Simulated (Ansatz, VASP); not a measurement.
# Cu in VASP and in Ansatz

```
Cu
1.0
     0.00000    1.83129    1.83129
     1.83129    0.00000    1.83129
     1.83129    1.83129    0.00000
Cu
1
Direct
  0.00000 0.00000 0.00000
```

Alike in both runs: task relaxation of cell and atoms; functional PBEsol; k mesh 16 × 16 × 16; occupations fermi-dirac, width 0.05 eV; no spin polarisation.

|  | VASP | Ansatz |
| --- | --- | --- |
| version | VASP 6.6.1 | Ansatz 0.2.0 |
| potentials or method | VASP PAW PBE potentials, release 64 (Cu) | PAW with Ansatz's default frozen-core files, scalar-relativistic |
| plane-wave cutoff (eV) | 600 | 420 |
| valence electrons in the cell | 11 | 19 |

Ansatz gave:

* relaxed volume (Å³/atom): 11.32
* relaxed cell length with the largest relative difference (Å): 2.520
* energy change over the relaxation (meV/atom): -36

Task: Which values does VASP return?

Result: Relaxed volume (Å³/atom): 11.37; relaxed cell length with the largest relative difference (Å): 2.524; energy change over the relaxation (meV/atom): -32.

The two sets of potentials don't hold the same shells in valence.

Caveats: the PAW data sets were made with another functional, which shifts forces and pressure a little (VASP).
